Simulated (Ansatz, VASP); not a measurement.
One calculation of CaSe, two programs

The input INCAR:

```
SYSTEM = CaSe
PREC = Accurate
ENCUT = 520
EDIFF = 1E-6
ISMEAR = -1
SIGMA = 0.02
LREAL = .FALSE.
LASPH = .TRUE.
NELM = 100
ALGO = Normal
ISIF = 2
LWAVE = .FALSE.
LCHARG = .FALSE.
GGA = PE
NBANDS = 15
```

KPOINTS

```
Automatic mesh
0
G
  8 8 8
  0 0 0
```

File POSCAR:

```
CaSe
1.0
    0.1141511840      3.0816862956      3.0816862956
    3.0816862956      0.1141511840      3.0816862956
    3.0816862956      3.0816862956      0.1141511840
Ca Se
1 1
Direct
    0.0000000000      0.0000000000      0.0000000000
    0.5000000000      0.5000000000      0.5000000000
```

Input for Ansatz:

```yaml
crystal:
  lattice:
    - [0.114151184, 3.0816862956, 3.0816862956]
    - [3.0816862956, 0.114151184, 3.0816862956]
    - [3.0816862956, 3.0816862956, 0.114151184]
  atoms:
    - { symbol: Ca, position: [0.0, 0.0, 0.0] }
    - { symbol: Se, position: [0.5, 0.5, 0.5] }
kpoints:
  mp_grid: { grid: [8, 8, 8] }
  band_path:
    path:
      - [0.0, 0.0, 0.0]
      - [0.5, 0.0, 0.5]
      - [0.625, 0.25, 0.625]
      - [0.375, 0.375, 0.75]
      - [0.5, 0.5, 0.5]
      - [0.5, 0.25, 0.75]
    npoints: 1
hamiltonian:
  xc: pbe
scf:
  occupations: { method: fermi_dirac, width: 0.02 }
  n_extra_bands: 4
output:
  forces: true
  stress: true
  eigenvalues: true
```

Change from the starting cell: shear_111 strain +5.8%.

Alike in both runs: task single point; functional PBE; k mesh 8 × 8 × 8; occupations fermi-dirac, width 0.02 eV; no spin polarisation.

|  | VASP | Ansatz |
| --- | --- | --- |
| version | VASP 6.6.1 | Ansatz 0.2.0 |
| potentials or method | VASP PAW PBE potentials, release 64 (Ca_sv, Se) | plane waves, PAW |
| plane-wave cutoff (eV) | 520 | 420 |
| valence electrons in the cell | 16 | 26 |

Ansatz gave:

| Quantity | Value |
| --- | --- |
| gap on the k mesh at the Fermi level (eV) | 2.05 |
| pressure (GPa) | -2.0 |
| largest component of the traceless stress (GPa) | 1.07 |

Question: Which values does VASP return?

Answer: gap on the k mesh at the Fermi level (eV): 2.04; pressure (GPa): -1.8; largest component of the traceless stress (GPa): 1.07.

The functional is the same, so the differences come from potentials, cutoffs and numerics. The two sets of potentials don't hold the same shells in valence.

A k mesh can miss the band edges.
